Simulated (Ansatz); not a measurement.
# WS$_{2}$: do energies and stresses tell the same story?

Level of theory: DFT PBEsol+D3(BJ), scalar-relativistic, plane waves, PAW in Ansatz.

Cutoff 420 eV; k points 12×12×12 on the computed 3-atom cell (Γ-centred); Gaussian smearing, width 0.02 eV; no spin polarisation.

Relaxed cell: R3m, a = 3.120 Å, b = 3.120 Å, c = 17.524 Å, α = 90.00°, β = 90.00°, γ = 120.00°, 3 atoms in the primitive cell. This form isn't the usual stable structure of the compound.

Energies at zero smearing and pressures from the stress tensor, at volumes with shape and atoms relaxed:
| V (Å³/atom) | E − E(first) (meV/atom) | P (GPa) |
| --- | --- | --- |
| 14.449 | 0.00 | 14.70 |
| 14.941 | -37.04 | 9.63 |
| 15.434 | -60.05 | 5.53 |
| 15.926 | -71.96 | 2.36 |
| 16.419 | -75.38 | -0.01 |
| 16.911 | -72.58 | -1.70 |
| 17.404 | -65.50 | -2.85 |
| 18.061 | -52.20 | -3.63 |

Problem. Check P = −dE/dV between neighbouring volumes, and get the bulk modulus from the pressures alone.

Solution. With 1 eV/Å³ = 160.2 GPa:
```csv
middle V (Å³/atom),−ΔE/ΔV (GPa),mean P (GPa)
14.695,12.049,12.165
15.188,7.483,7.580
15.680,3.876,3.947
16.173,1.113,1.176
16.665,-0.912,-0.858
17.158,-2.302,-2.277
17.732,-3.245,-3.238
```

The two differ by 0.12 GPa at most. The mean of two end pressures misses the average over a step by about ΔV² P″/12, up to 0.09 GPa here; with that taken off 0.05 GPa remains, from the finite cutoff, the mesh or the relaxation's tolerance. Around V = 16.419 Å³/atom, the two neighbours give B = −V ΔP/ΔV = 16.419 × 4.07 / 0.985 = 67.8 GPa, against B0 = 65.1 GPa from the Birch–Murnaghan fit of the energies, which describes these points poorly (B0' = 9.8).

Spin–orbit coupling is left out, which can shift energies with elements as heavy as these.

Cost: 9 runs of about 15 core-minutes in all, on Arm Neoverse V2 (shared hosts).